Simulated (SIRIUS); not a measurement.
# Ta (Im-3m) in SIRIUS: notebook, part 3 of 3

SIRIUS 7.12.0.

## Step 8: Equation of state, PBEsol, 19.09 Å³/atom (volume scaled by 1.06)

sirius.json

```json
{
  "control": {
    "processing_unit": "cpu",
    "std_evp_solver_name": "lapack",
    "gen_evp_solver_name": "lapack",
    "verbosity": 2,
    "print_forces": false,
    "ortho_rf": true,
    "use_second_variation": true,
    "rmt_max": 3.0,
    "num_bands_to_print": 22,
    "save_wf": true
  },
  "parameters": {
    "electronic_structure_method": "full_potential_lapwlo",
    "xc_functionals": ["XC_GGA_X_PBE_SOL", "XC_GGA_C_PBE_SOL"],
    "core_relativity": "dirac",
    "valence_relativity": "iora",
    "num_fv_states": 22,
    "smearing": "fermi_dirac",
    "smearing_width": 0.0018374661,
    "pw_cutoff": 20,
    "gk_cutoff": 3.54,
    "lmax_apw": 11,
    "lmax_rho": 8,
    "lmax_pot": 8,
    "num_mag_dims": 0,
    "auto_rmt": 0,
    "ngridk": [11, 11, 11],
    "shiftk": [0, 0, 0],
    "num_dft_iter": 80,
    "energy_tol": 1e-07,
    "density_tol": 1e-05,
    "use_symmetry": true
  },
  "settings": {"tol_ne": 1e-10},
  "iterative_solver": {"type": "exact"},
  "mixer": {"type": "anderson", "beta": 0.5, "max_history": 8},
  "unit_cell": {
    "lattice_vectors": [
      [-3.1816681193, 3.1816681193, 3.1816681193],
      [3.1816681193, -3.1816681193, 3.1816681193],
      [3.1816681193, 3.1816681193, -3.1816681193]
    ],
    "atom_types": ["Ta"],
    "atom_files": {"Ta": "Ta.json"},
    "atoms": {"Ta": [[0.0, 0.0, 0.0]]}
  }
}
```

Ta.json

```json
{
  "name": "tantalum",
  "symbol": "Ta",
  "number": 73,
  "mass": 180.94788,
  "rmin": 1e-06,
  "rmt": 2.6,
  "nrmt": 800,
  "rinf": 15.8,
  "core": "1s2s2p3s3p3d4s4p4d",
  "valence": [
    {"basis": [{"enu": 0.18, "dme": 0, "n": 0, "auto": 0}, {"enu": 0.18, "dme": 1, "n": 0, "auto": 0}]},
    {"l": 0, "n": 1, "basis": [{"enu": 0.28, "dme": 0, "n": 0, "auto": 0}]},
    {"l": 1, "n": 2, "basis": [{"enu": 0.28, "dme": 0, "n": 0, "auto": 0}]},
    {"l": 2, "n": 3, "basis": [{"enu": 0.28, "dme": 0, "n": 0, "auto": 0}]},
    {"l": 3, "n": 4, "basis": [{"enu": 0.28, "dme": 0, "n": 0, "auto": 0}]},
    {"l": 4, "n": 5, "basis": [{"enu": 0.28, "dme": 0, "n": 0, "auto": 0}]}
  ],
  "lo": [
    {"l": 0, "basis": [{"enu": 0.28, "dme": 0, "n": 0, "auto": 0}, {"enu": 0.28, "dme": 1, "n": 0, "auto": 0}]},
    {
      "l": 0,
      "basis": [{"enu": -2.2572, "dme": 0, "n": 5, "auto": 1}, {"enu": -2.2572, "dme": 1, "n": 5, "auto": 1}]
    },
    {
      "l": 0,
      "basis": [{"enu": -2.2572, "dme": 1, "n": 5, "auto": 1}, {"enu": 0.28, "dme": 0, "n": 0, "auto": 0}]
    },
    {"l": 0, "basis": [{"enu": 0.28, "dme": 0, "n": 0, "auto": 0}, {"enu": 2.6469, "dme": 0, "n": 0, "auto": 0}]},
    {"l": 1, "basis": [{"enu": 0.28, "dme": 0, "n": 0, "auto": 0}, {"enu": 0.28, "dme": 1, "n": 0, "auto": 0}]},
    {
      "l": 1,
      "basis": [{"enu": -1.0303, "dme": 0, "n": 5, "auto": 1}, {"enu": -1.0303, "dme": 1, "n": 5, "auto": 1}]
    },
    {
      "l": 1,
      "basis": [{"enu": -1.0303, "dme": 1, "n": 5, "auto": 1}, {"enu": 0.28, "dme": 0, "n": 0, "auto": 0}]
    },
    {"l": 1, "basis": [{"enu": 0.28, "dme": 0, "n": 0, "auto": 0}, {"enu": 3.0019, "dme": 0, "n": 0, "auto": 0}]},
    {"l": 2, "basis": [{"enu": 0.28, "dme": 0, "n": 0, "auto": 0}, {"enu": 0.28, "dme": 1, "n": 0, "auto": 0}]},
    {"l": 2, "basis": [{"enu": 0.28, "dme": 1, "n": 0, "auto": 0}, {"enu": 0.28, "dme": 2, "n": 0, "auto": 0}]},
    {"l": 2, "basis": [{"enu": 0.28, "dme": 0, "n": 0, "auto": 0}, {"enu": 2.5877, "dme": 0, "n": 0, "auto": 0}]},
    {"l": 3, "basis": [{"enu": 0.28, "dme": 0, "n": 0, "auto": 0}, {"enu": 0.28, "dme": 1, "n": 0, "auto": 0}]},
    {
      "l": 3,
      "basis": [{"enu": -0.5047, "dme": 0, "n": 4, "auto": 1}, {"enu": -0.5047, "dme": 1, "n": 4, "auto": 1}]
    },
    {
      "l": 3,
      "basis": [{"enu": -0.5047, "dme": 1, "n": 4, "auto": 1}, {"enu": 0.28, "dme": 0, "n": 0, "auto": 0}]
    },
    {"l": 3, "basis": [{"enu": 0.28, "dme": 0, "n": 0, "auto": 0}, {"enu": 3.712, "dme": 0, "n": 0, "auto": 0}]},
    {"l": 4, "basis": [{"enu": 0.28, "dme": 0, "n": 0, "auto": 0}, {"enu": 0.28, "dme": 1, "n": 0, "auto": 0}]},
    {"l": 4, "basis": [{"enu": 0.28, "dme": 0, "n": 0, "auto": 0}, {"enu": 3.1202, "dme": 0, "n": 0, "auto": 0}]}
  ],
  "free_atom": [... radial grid and density of the free atom, the start of the SCF ...]
}
```

sirius_start.json

```json
{
  "control": {
    "processing_unit": "cpu",
    "std_evp_solver_name": "lapack",
    "gen_evp_solver_name": "lapack",
    "verbosity": 1,
    "print_forces": false,
    "ortho_rf": true,
    "use_second_variation": true,
    "rmt_max": 3.0,
    "num_bands_to_print": 22,
    "save_wf": false
  },
  "parameters": {
    "electronic_structure_method": "full_potential_lapwlo",
    "xc_functionals": ["XC_LDA_X", "XC_LDA_C_PW"],
    "core_relativity": "dirac",
    "valence_relativity": "iora",
    "num_fv_states": 22,
    "smearing": "fermi_dirac",
    "smearing_width": 0.0055123983,
    "pw_cutoff": 20,
    "gk_cutoff": 2.83,
    "lmax_apw": 11,
    "lmax_rho": 8,
    "lmax_pot": 8,
    "num_mag_dims": 0,
    "auto_rmt": 0,
    "ngridk": [4, 4, 4],
    "shiftk": [0, 0, 0],
    "num_dft_iter": 30,
    "energy_tol": 0.01,
    "density_tol": 0.05,
    "use_symmetry": true
  },
  "settings": {"tol_ne": 1e-10},
  "iterative_solver": {"type": "exact"},
  "mixer": {"type": "anderson", "beta": 0.5, "max_history": 8},
  "unit_cell": {
    "lattice_vectors": [
      [-3.1816681193, 3.1816681193, 3.1816681193],
      [3.1816681193, -3.1816681193, 3.1816681193],
      [3.1816681193, 3.1816681193, -3.1816681193]
    ],
    "atom_types": ["Ta"],
    "atom_files": {"Ta": "Ta.json"},
    "atoms": {"Ta": [[0.0, 0.0, 0.0]]}
  }
}
```

Command:

```
OMP_NUM_THREADS=1 sirius.scf --input=sirius_start.json --output=start.json
OMP_NUM_THREADS=1 sirius.scf --input=sirius.json --output=output.json --task=1
```

It took 35 s on 1 thread of Arm Neoverse V2, shared host; peak memory 0.35 GiB.

It converged, with:

```yaml
Free_energy: -425082.0187 eV
Band_gap_on_the_k_mesh: none (metal or under the smearing width)
All_electrons_inside_the_program's_atomic_spheres: Ta 71.09 (radii Ta 2.6 bohr)
```

## Step 9: Equation of state, PBEsol

Potentials or basis: all-electron FP-LAPW, apw+lo standard.

This step only gathers the single runs of the series.

Results:

```yaml
Equilibrium_volume: 17.61 Å³/atom
Bulk_modulus: 211 GPa
Pressure_derivative_of_the_bulk_modulus: "4.4 (rough: it moves with the points fitted)"
```

Energy against volume, from the lowest point:
| volume (Å³/atom) | energy (meV/atom) |
| --- | --- |
| 16.930 | 18.75 |
| 17.290 | 3.99 |
| 17.650 | 0.00 |
| 18.010 | 5.43 |
| 18.371 | 19.68 |
| 18.731 | 41.70 |
| 19.091 | 70.40 |

The run has no spin-orbit coupling, so splittings on Ta are missing.

## Step 10: How close it comes

Step 9. Measured bulk modulus of Ta: 194 GPa (quoted in “Refinement of the equation of state of tantalum”, 2004, arxiv:cond-mat/0403080). This calculation gives 211 GPa (+8.8 %). The fit is for a static lattice scaled at fixed shape and fixed fractional positions.
